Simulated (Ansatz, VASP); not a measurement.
# One calculation of BiTe, two programs

```
Bi Te
1.0
     4.84542    0.00000    0.00000
    -2.42271    4.19625    0.00000
     0.00000    0.00000    9.95188
Bi Te
3 3
Direct
  0.33333 0.66667 0.16667
  0.66667 0.33333 0.83333
  0.00000 0.00000 0.50000
  0.00000 0.00000 0.00000
  0.66667 0.33333 0.33333
  0.33333 0.66667 0.66667
```

The cell comes from a database or a generator and needn't be the stable form of this composition.

Alike in both runs: task electric field gradients; functional LDA; k mesh 6 × 6 × 3; occupations fermi-dirac, width 0.1 eV; no spin polarisation.

|  | VASP | Ansatz |
| --- | --- | --- |
| version | VASP 6.6.1 | Ansatz 0.2.0 |
| potentials or method | VASP PAW LDA potentials, release 64 (Bi_d, Te) | Ansatz PAW |
| plane-wave cutoff (eV) | 520 | 420 |
| valence electrons in the cell | 63 | 93 |

|  | VASP | Ansatz | Ansatz less VASP |
| --- | --- | --- | --- |
| gap on the k mesh at the Fermi level (eV) | none | none | - |
| pressure (GPa) | -3.5 | -3.5 | -0.06 |
| largest component of the traceless stress (GPa) | 0.47 | 0.50 | +0.032 |
| Vzz of the field gradient on the site that differs most (V/Å²) | -138.5 | -143.2 | -4.73 |

A gap of «none» marks a metal or a gap that the smearing closes. The two sets of potentials don't hold the same shells in valence.

Caveats: spin-orbit coupling is left out, which moves the levels of the heavy elements; the PAW data sets come from PBE, with cores solved anew for the run's functional, which leaves a small shift of forces and pressure (Ansatz).
